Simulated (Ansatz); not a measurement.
From the elastic tensor of Si$_{2}$W at 7 GPa (stress–strain coefficients) to moduli and sound speeds

Theory: DFT PBEsol, scalar-relativistic, plane waves, PAW in Ansatz 0.2.0. Settings: 420 eV plane-wave cutoff, Γ-centred 18×18×18 mesh, Fermi-Dirac smearing of 0.15 eV. No spin polarisation.

The structure is tetragonal, space group I4/mmm (No. 139). Conventional cell: a = 3.170 Å, b = 3.170 Å, c = 7.757 Å, α = 90.00°, β = 90.00°, γ = 90.00°. Around Si (site symmetry 4mm) lie 5 Si at 2.58 to 2.59 Å and 5 W at 2.59 Å. W (site symmetry 4/mmm) is surrounded by 10 Si at 2.59 Å.

In a metal, frequencies and elastic constants depend on the k mesh and the smearing, soft modes and shear constants most. Spin–orbit coupling is left out, which can shift energies with elements as heavy as these.

Relaxed-ion constants (GPa, on the Cartesian axes of the calculation):
C11 = 472.9, C12 = 158.4, C13 = 122.4, C22 = 472.9, C23 = 122.4, C33 = 605.9, C44 = 224.4, C55 = 224.4, C66 = 233.1 GPa; the others vanish.

Density 10.227 g/cm³; 3 atoms in 38.97 Å³.

The values that follow are for a polycrystal of randomly turned grains, by Hill's mean where one number stands.

With S = C⁻¹: B_V = (C11+C22+C33+2(C12+C13+C23))/9, G_V = (C11+C22+C33−C12−C13−C23+3(C44+C55+C66))/15, 1/B_R = S11+S22+S33+2(S12+S13+S23), 15/G_R = 4(S11+S22+S33−S12−S13−S23)+3(S44+S55+S66); Hill is their mean. Then v_l = √((B+4G/3)/ρ), v_t = √(G/ρ), v_m = [(2/v_t³+1/v_l³)/3]^(−1/3) and Θ = (ħ/k_B)·v_m·(6π²n/V)^(1/3) for n atoms in the volume V; E = 9BG/(3B+G), ν = (3B−2G)/(2(3B+G)) and A^U = 5G_V/G_R + B_V/B_R − 6.

```json
{
  "Bulk modulus, Voigt / Reuss / Hill": "262.0 / 260.5 / 261.3 GPa",
  "Shear modulus, Voigt / Reuss / Hill": "212.9 / 208.1 / 210.5 GPa",
  "Young's modulus": "498 GPa",
  "Poisson ratio": "0.182",
  "Pugh ratio B/G": "1.24",
  "Universal anisotropy index": "0.12",
  "Longitudinal and transverse sound speeds": "7280 and 4537 m/s",
  "Debye temperature from the mean sound speed": "633 K"
}
```

Cost: 1 run of about 8.6 core-minutes, on Intel Xeon 6975P-C (Granite Rapids) (shared hosts).

Compressed WSi₂ is stiff in both compression and shear, but its modest universal anisotropy index of 0.12 hides clear directional differences. C33, at 605.9 GPa, exceeds C11, at 472.9 GPa, probably because the short W–Si and Si–Si contacts form straight chains along c in this structure type. Strain along a is instead taken up largely by inclined bonds, which can partly rotate rather than stretch. The basal plane is not elastically isotropic either: C66 lies well above half the difference between C11 and C12, so the softest of the simple shears is the in-plane one that stretches one a axis and shortens the other.

C12 and C13 fall far below C66 and C44 respectively, which together with the low Poisson ratio of 0.182 suggests directional W d–Si p bonding that resists changes in bond angle, despite the metallic character. The low B/G ratio fits the known brittleness of this silicide at ambient conditions, but elastic constants alone do not establish fracture behaviour, which also depends on dislocation mobility and cleavage energies.
